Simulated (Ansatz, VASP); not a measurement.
Two plane-wave programs on InP

The input POSCAR:

```
InP
1.0
    0.0000000000      2.8908937935      2.8908937935
    2.8908937935      0.0000000000      2.8908937935
    2.8908937935      2.8908937935      0.0000000000
In P
1 1
Direct
    0.0000000000      0.0000000000      0.0000000000
    0.7500000000      0.7500000000      0.7500000000
```

INCAR.step1

```
ALGO = Normal
EDIFF = 1E-4
ENCUT = 520
GGA = PE
ISMEAR = -1
LASPH = True
LCHARG = False
LREAL = False
LWAVE = True
NBANDS = 16
NELM = 100
PREC = Accurate
SIGMA = 0.05
```

Contents of INCAR.step2:

```
ALGO = Normal
EDIFF = 1E-8
ENCUT = 520
ISIF = 2
ISMEAR = -1
ISTART = 1
LASPH = True
LCHARG = False
LEFG = True
LMIXTAU = True
LREAL = False
LWAVE = False
METAGGA = R2SCAN
NBANDS = 16
NELM = 100
PREC = Accurate
SIGMA = 0.05
```

KPOINTS

```
k-points
0
Gamma
  12 12 12
```

Input for Ansatz:

```yaml
crystal:
  lattice:
    - [0.0, 2.8908937935, 2.8908937935]
    - [2.8908937935, 0.0, 2.8908937935]
    - [2.8908937935, 2.8908937935, 0.0]
  atoms:
    - { symbol: In, position: [0.0, 0.0, 0.0] }
    - { symbol: P, position: [0.75, 0.75, 0.75] }
kpoints:
  mp_grid: { grid: [12, 12, 12] }
scf:
  occupations: { method: fermi_dirac, width: 0.05 }
hamiltonian:
  xc: r2scan
  pseudopotentials: { kind: paw }
output:
  forces: true
  stress: true
  eigenvalues: true
  efg: { contact_densities: true }
```

Change from the starting cell: functional r2scan, volume scaled by 0.96, PAW files.

Alike in both runs: task electric field gradients; functional r2SCAN; k mesh 12 × 12 × 12; occupations fermi-dirac, width 0.05 eV; no spin polarisation.

|  | VASP | Ansatz |
| --- | --- | --- |
| version | VASP 6.6.1 | Ansatz 0.2.0 |
| potentials or method | VASP PAW PBE potentials, release 64 (In_d, P) | PAW with Ansatz's default frozen-core files, scalar-relativistic |
| plane-wave cutoff (eV) | 520 | 500 |
| valence electrons in the cell | 18 | 18 |

|  | VASP | Ansatz | Ansatz less VASP |
| --- | --- | --- | --- |
| pressure (GPa) | 4.9 | 5.1 | +0.14 |
| Vzz of the field gradient on the site that differs most (V/Å²) | 0.0 | 0.0 | 0.00 |

Ansatz warned: «gradients_without_spin_orbit».

Caveats: the PAW data sets were made with another functional, which shifts forces and pressure a little (VASP); spin-orbit coupling is left out, which moves the levels of the heavy elements.
